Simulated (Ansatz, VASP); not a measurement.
MgSe in VASP and in Ansatz

INCAR

```
SYSTEM = MgSe
ALGO = Normal ; EDIFF = 1E-6
ENCUT = 520 ; GGA = PS
ISIF = 2 ; ISMEAR = 0
LASPH = .True. ; LCHARG = .False.
LREAL = .False. ; LWAVE = .False.
NBANDS = 11 ; NELM = 60
PREC = Accurate ; SIGMA = 0.05
```

The input KPOINTS:

```
k-points
0
Gamma
  8 8 8
  0 0 0
```

File POSCAR:

```
MgSe
1.0
    0.0000000000      2.7936375000      2.8617750000
    2.7936375000      0.0000000000      2.8617750000
    2.7936375000      2.7936375000      0.0000000000
Mg Se
1 1
Direct
    0.0000000000      0.0000000000      0.0000000000
    0.5000000000      0.5000000000      0.5000000000
```

Input for Ansatz:

```yaml
crystal:
  lattice:
    - [0.0, 2.7936375, 2.861775]
    - [2.7936375, 0.0, 2.861775]
    - [2.7936375, 2.7936375, 0.0]
  atoms:
    - { symbol: Mg, position: [0.0, 0.0, 0.0] }
    - { symbol: Se, position: [0.5, 0.5, 0.5] }
basis:
  ecutwfc: 420
kpoints:
  mp_grid: { grid: [8, 8, 8] }
hamiltonian:
  xc: pbesol
scf:
  occupations: { method: gaussian, width: 0.05 }
output:
  forces: true
  stress: true
  eigenvalues: true
```

Change from the starting cell: strain +0.025 along x and y, +0.050 along z, atoms carried along.

Alike in both runs: task single point; functional PBEsol; k mesh 8 × 8 × 8; occupations gaussian, width 0.05 eV; no spin polarisation.

|  | VASP | Ansatz |
| --- | --- | --- |
| version | VASP 6.6.1 | Ansatz 0.2.0 |
| potentials or method | VASP PAW PBE potentials, release 64 (Mg, Se) | scalar-relativistic, plane waves, PAW |
| plane-wave cutoff (eV) | 520 | 420 |
| valence electrons in the cell | 8 | 26 |

|  | VASP | Ansatz | Ansatz less VASP |
| --- | --- | --- | --- |
| gap on the k mesh at the Fermi level (eV) | 1.50 | 1.52 | +0.015 |
| least direct gap on the mesh (eV) | 1.82 | 1.82 | +0.003 |
| pressure (GPa) | -5.2 | -5.2 | +0.08 |
| largest component of the traceless stress (GPa) | 0.79 | 0.79 | +0.002 |

With one functional, cell and mesh, what is left measures potentials, basis and numerics. The two sets of potentials don't hold the same shells in valence.

Caveats: the PAW data sets were made with another functional, which shifts forces and pressure a little (VASP). A k mesh can miss the band edges.
